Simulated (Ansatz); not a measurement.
# PbSe in the PbO-type structure

Level of theory: DFT, PBE, scalar-relativistic, no spin polarisation; plane waves to 420 eV with PAW datasets (Ansatz 0.2.0), Γ-centred 6×6×8 mesh, 0.05 eV Gaussian smearing. The datasets are Ansatz's generated set soft_2.

```cif
data_structure
_symmetry_space_group_name_H-M 'P 1'
_symmetry_Int_Tables_number 1
_cell_length_a 5.3495
_cell_length_b 5.3495
_cell_length_c 4.2213
_cell_angle_alpha 90.000
_cell_angle_beta 90.000
_cell_angle_gamma 90.000
_cell_volume 120.80
loop_
_atom_site_label
_atom_site_type_symbol
_atom_site_fract_x
_atom_site_fract_y
_atom_site_fract_z
_atom_site_occupancy
Pb1 Pb 0.50000 0.00000 0.31825 1
Pb2 Pb 0.00000 0.50000 0.68175 1
Se1 Se 0.00000 0.00000 0.00000 1
Se2 Se 0.50000 0.50000 0.00000 1
```

This is a trial structure; measured cells of the compound in the Crystallography Open Database are in space group Fm-3m (rock salt).

The cell is relaxed to zero pressure at this level.

Path: Γ–X–M–Γ–Z–R–A–Z | X–R | M–A, with Γ = (0.000, 0.000, 0.000), X = (0.000, 0.500, 0.000), M = (0.500, 0.500, 0.000), Z = (0.000, 0.000, 0.500), R = (0.000, 0.500, 0.500), A = (0.500, 0.500, 0.500) in reciprocal vectors of the calculation's cell.

**Question.** Is it a metal or an insulator, and if it has a gap, where are the band edges on this path?

**Answer.** An insulator with a gap of 0.45 eV on the path, the valence band topping at A and the conduction band bottoming between A and Z; the smallest direct gap is 0.92 eV.

Bands as a text map, energy in eV from the Fermi level (dashes), each leg drawn with the same width:
```
  4.86 |*** *            *****    *   *   *          ***                   
  4.57 | **********      *  *      ***              *   ****               
  4.29 |****   *   *    *    *        *    ***  ** *****  ***    **   **** 
  4.00 |   *  * *   ****   **                 ****** *      ** **  ***   **
  3.71 |*   **   *         * **        *  *       *          **        ** *
  3.43 | *        *         * *         **    *  * **                **  * 
  3.14 |  *        ****** *    *        *    *     *  *       *    **      
  2.86 |               *** *   *         *      *    *         *        *  
  2.57 |   **            **     *      *  ***  *               ****    *   
  2.29 |   ***           * *             * ****     * **     ** ***        
  2.00 | **   *             *    *    *   *                 *         *    
  1.71 |*    ******     *    *** *        *               **               
  1.43 |           *    *       * *  *  **           * **            *     
  1.14 |            *  *           *  **                *                  
  0.86 |             * *         *  ** **             *  *          *      
  0.57 |              *           *** **               ***         *       
  0.29 |                             *                 **                  
  0.00 |-------------------------------------------------------------------
 -0.29 |              **                         ****              ********
 -0.57 |***** ********  *******                 *  * **   ****             
 -0.86 |    **       ******    *       ***     *      **      *    *       
 -1.14 |*******    **  *   **** *    **   *         *   *      **   *      
 -1.43 |****   ****  *******************   ** *      *  ****     *** *     
 -1.71 |  *   *     *   *****     ***  ****  *       * * *  *       *      
 -2.00 |   *       *    *            **  *    *         *            **    
 -2.29 |    **    *                    *  ***       * *      *    *        
 -2.57 |     *           *              * *    *     * *      ****    **   
 -2.86 |    * * **                      ***     *  *  **     ***       **  
        Γ      X      M      Γ      Z      R      A      ZX       RM      A
```

Within 0.6 eV of the edges the projected states are 85 % Se 4p at the top of the valence band and 84 % Pb 6p at the bottom of the conduction band. Spin–orbit coupling, left out here, shifts 6p levels by as much as this gap and could close it. Crossing the gap moves an electron from the anion's filled p shell to the metal's empty orbitals, as in polar semiconductors.

Spin–orbit coupling, which matters for such heavy elements, is left out.
